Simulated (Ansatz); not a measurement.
NaF built on the rocksalt prototype at its r2SCAN geometry, run in the PAW code Ansatz at 3 levels of theory. Spin-unpolarised throughout; all numbers are computed.

The r2SCAN input:
```yaml
crystal:
  lattice:
    - [0.0, 2.2972497876, 2.2972497876]
    - [2.2972497876, 0.0, 2.2972497876]
    - [2.2972497876, 2.2972497876, 0.0]
  atoms:
    - { symbol: Na, position: [0.0, 0.0, 0.0] }
    - { symbol: F, position: [0.5, 0.5, 0.5] }
kpoints:
  mp_grid: { grid: [10, 10, 10] }
  band_path:
    path:
      - [0.0, 0.0, 0.0]
      - [0.5, 0.0, 0.5]
      - [0.625, 0.25, 0.625]
      - [0.375, 0.375, 0.75]
      - [0.5, 0.5, 0.5]
      - [0.5, 0.25, 0.75]
    npoints: 1
hamiltonian:
  xc: r2scan
scf:
  occupations: { method: fixed }
  n_extra_bands: 4
output:
  forces: true
  stress: true
  eigenvalues: true
  write_density: true
  write_potential: true
  elf: true
  volumetric_format: npy
```

Main results, then, where recorded, the levels near the gap in eV from the Fermi energy (columns number the bands from 0), one row a point of the path (Γ, X, U, K, L, W):
```
Crystal: 2 atoms, lattice volume = 24.247 Å³
Symmetry: 48 space group operations
Space group: Fm-3m (ITA 225)
```
```
Basis set: ecut = 500 eV, 609 PW (Γ)
k-points: 47 of 1000
SCF 1 converged in 6 iterations: F = -2301.372754 eV  dr2 = 2.22e-9
Free energy (F): -2301.372754 eV
Fermi energy:    0.574704 eV
--- Stress (GPa, compression-positive) ---
       -0.001672       0.000000       0.000000
        0.000000      -0.001672       0.000000
        0.000000       0.000000      -0.001672
  P = ⅓ Tr σ = -0.0017 GPa (-0.017 kbar)
```
```tsv
band_5	band_6	band_7	band_8	band_9	band_10
0.000	0.000	0.000	7.281	20.260	20.260
-1.304	-0.416	-0.416	14.193	14.278	15.097
-1.082	-0.846	-0.382	13.842	14.323	16.258
-1.082	-0.846	-0.382	13.842	14.323	16.258
-1.607	-0.266	-0.266	11.790	13.663	21.707
-0.893	-0.893	-0.583	14.263	14.263	16.822
```

The r2SCAN gap is direct at Γ: 7.28 eV.

Task: In the first input these blocks are replaced (the band path and keys that only write files left aside):
```yaml
kpoints:
  mp_grid: { grid: [6, 6, 6] }
hamiltonian:
  xc: hse06
```
What comes out?

Result:
```
Basis set: ecut = 420 eV, 459 PW (Γ)
k-points: 16 of 216
SCF 1 stopped early in 2 iterations: F = -2297.412545 eV  dr2 = 6.82e-6
Exchange kernel: α = 0.2500, screened, ω = 0.2079 Å⁻¹, Wigner–Seitz truncation, v(0) = 1043.1642 eV·Å³, q-mesh 6×6×6
SCF 2 stopped early in 6 iterations: F = -2297.432812 eV  dr2 = 2.58e-7
hybrid outer 1: dexx = +3.295e-3 eV, tail = 8.78e-6 eV
SCF 3 converged in 4 iterations: F = -2297.432874 eV  dr2 = 9.77e-11
hybrid outer 2: dexx = +1.349e-7 eV, tail = 4.29e-9 eV, Δε = 1.78e-3 eV
Free energy (F): -2297.432874 eV
Fermi energy:    -0.479434 eV
--- Stress (GPa, compression-positive) ---
        1.495031       0.000000       0.000000
        0.000000       1.495031       0.000000
        0.000000       0.000000       1.495031
  P = ⅓ Tr σ = 1.4950 GPa (14.950 kbar)
```
```tsv
band_5	band_6	band_7	band_8	band_9	band_10
0.000	0.000	0.000	8.635	21.504	21.504
-1.360	-0.443	-0.443	15.564	15.748	16.297
-1.129	-0.887	-0.406	15.245	15.775	17.464
-1.129	-0.887	-0.406	15.245	15.775	17.464
-1.674	-0.283	-0.283	13.182	15.084	22.855
-0.934	-0.934	-0.616	15.694	15.694	18.003
```
The HSE06 gap is direct at Γ: 8.63 eV. The mean pressure is +1.5 GPa (compression positive), so HSE06 would enlarge the cell's volume. (The program warns that its thresholds are loose for a hybrid's stress.)

PBE0. Against the first input these blocks differ (the band path and keys that only write files left aside):
```yaml
kpoints:
  mp_grid: { grid: [6, 6, 6] }
hamiltonian:
  xc: pbe0
```

```
Basis set: ecut = 420 eV, 459 PW (Γ)
k-points: 16 of 216
SCF 1 stopped early in 2 iterations: F = -2297.412562 eV  dr2 = 6.62e-6
SCF 2 stopped early in 6 iterations: F = -2297.686083 eV  dr2 = 6.20e-7
hybrid outer 1: dexx = +4.200e-3 eV, tail = 1.29e-5 eV
SCF 3 converged in 4 iterations: F = -2297.686188 eV  dr2 = 3.15e-10
hybrid outer 2: dexx = +2.800e-7 eV, tail = 6.73e-9 eV, Δε = 1.86e-3 eV
Free energy (F): -2297.686188 eV
Fermi energy:    -0.894944 eV
--- Stress (GPa, compression-positive) ---
        1.436700       0.000000       0.000000
        0.000000       1.436700       0.000000
        0.000000       0.000000       1.436700
  P = ⅓ Tr σ = 1.4367 GPa (14.367 kbar)
```
```tsv
band_5	band_6	band_7	band_8	band_9	band_10
0.000	0.000	0.000	9.403	22.295	22.295
-1.374	-0.448	-0.448	16.332	16.533	17.091
-1.141	-0.897	-0.411	16.022	16.557	18.261
-1.141	-0.897	-0.411	16.022	16.557	18.261
-1.689	-0.287	-0.287	13.957	15.875	23.651
-0.944	-0.944	-0.623	16.473	16.473	18.803
```

PBE0 gives a direct gap of 9.40 eV at Γ. At this geometry PBE0 finds +1.4 GPa, compression counted positive: its own equilibrium volume is larger. (The program warns that its thresholds are loose for a hybrid's stress.)

The hybrids run on coarser meshes, which limits their stresses and small splittings of levels.

Totals of different functionals can't be compared.
